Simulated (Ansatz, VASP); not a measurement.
Given: the input of a run of VASP 6.6.1 on HgTe (Coloradoite). 

INCAR

```
SYSTEM = HgTe
PREC = Accurate
ENCUT = 520
EDIFF = 1E-6
ISMEAR = 0
SIGMA = 0.03
LREAL = .FALSE.
LASPH = .TRUE.
NELM = 100
ALGO = Fast
ISIF = 2
LWAVE = .FALSE.
LCHARG = .TRUE.
GGA = PE
LELF = .TRUE.
LVHAR = .TRUE.
```

KPOINTS

```
regular mesh
0
G
  7 7 7
  0 0 0
```

File POSCAR:

```
HgTe
1.0
    0.0000000000      3.2145000000      3.2145000000
    3.2145000000      0.0000000000      3.2145000000
    3.2145000000      3.2145000000      0.0000000000
Hg Te
1 1
Direct
    0.0000000000      0.0000000000      0.0000000000
    0.7500000000      0.7500000000      0.7500000000
```

Potentials or basis: VASP PAW PBE potentials, release 64 (Hg, Te).

Run with:

```bash
$ cat potpaw_PBE.64/Hg/POTCAR potpaw_PBE.64/Te/POTCAR > POTCAR
$ mpirun -np 1 vasp_std > vasp.out
```

Q: Translate it to Ansatz 0.2.0. Potentials or basis there: all-electron LAPW, scalar-relativistic.

A: As run (cutoffs and basis follow the program's own potentials, and thresholds, step limits or extra output files can differ):

Contents of input.yaml:

```yaml
crystal:
  lattice:
    - [0.0, 3.2145, 3.2145]
    - [3.2145, 0.0, 3.2145]
    - [3.2145, 3.2145, 0.0]
  atoms:
    - { symbol: Hg, position: [0.0, 0.0, 0.0] }
    - { symbol: Te, position: [0.75, 0.75, 0.75] }
kpoints:
  mp_grid: { grid: [7, 7, 7] }
scf:
  occupations: { method: gaussian, width: 0.03 }
hamiltonian:
  xc: pbe
  pseudopotentials: { kind: all_electron, lapw: { basis_error: 0.001 } }
output:
  forces: true
  stress: true
  eigenvalues: true
```

Potentials or basis: all-electron LAPW, scalar-relativistic.

Launch:

```console
$ ansatz run input.yaml --threads 1 --pin off --max-ram 3072MiB --backend cpu --events-out ev --progress --plain --runs-dir out
```

Both were run:

|  | VASP | Ansatz |
| --- | --- | --- |
| Pressure | 4.6 GPa | 4.6 GPa |

Where Ansatz's input types no cutoff or centring, it takes its own default and a Γ-centred mesh.

Pressure is positive in compression.
